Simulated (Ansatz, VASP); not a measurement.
## Two plane-wave programs on BeTe

```
Te Be
1.0
     0.00000    2.77000    2.77000
     2.77000    0.00000    2.77000
     2.77000    2.77000    0.00000
Te Be
1 1
Cartesian
  4.1550 4.1550 4.1550
  0.0000 0.0000 0.0000
```

Alike in both runs: task relaxation of cell and atoms; functional PBE; k mesh 8 × 8 × 8; occupations fermi-dirac, width 0.05 eV; no spin polarisation.

|  | VASP | Ansatz |
| --- | --- | --- |
| version | VASP 6.6.1 | Ansatz 0.2.0 |
| potentials or method | VASP PAW PBE potentials, release 64 (Te_GW, Be_sv_GW) | Ansatz PAW |
| plane-wave cutoff (eV) | 680 | 420 |
| valence electrons in the cell | 10 | 18 |

Ansatz gave:

* relaxed volume (Å³/atom): 22.71
* relaxed cell length with the largest relative difference (Å): 4.005
* energy change over the relaxation (meV/atom): -18

Task: Estimate VASP's values.

Result: Relaxed volume (Å³/atom): 22.54; relaxed cell length with the largest relative difference (Å): 3.995; energy change over the relaxation (meV/atom): -15.

The two sets of potentials don't hold the same shells in valence.

Caveats: the plane-wave basis is chosen anew once the cell has moved, so the energies of steps on either side of that aren't comparable (Ansatz). Zero-point motion and thermal expansion aren't in these numbers. PBE usually gives volumes a little too large and moduli too small.
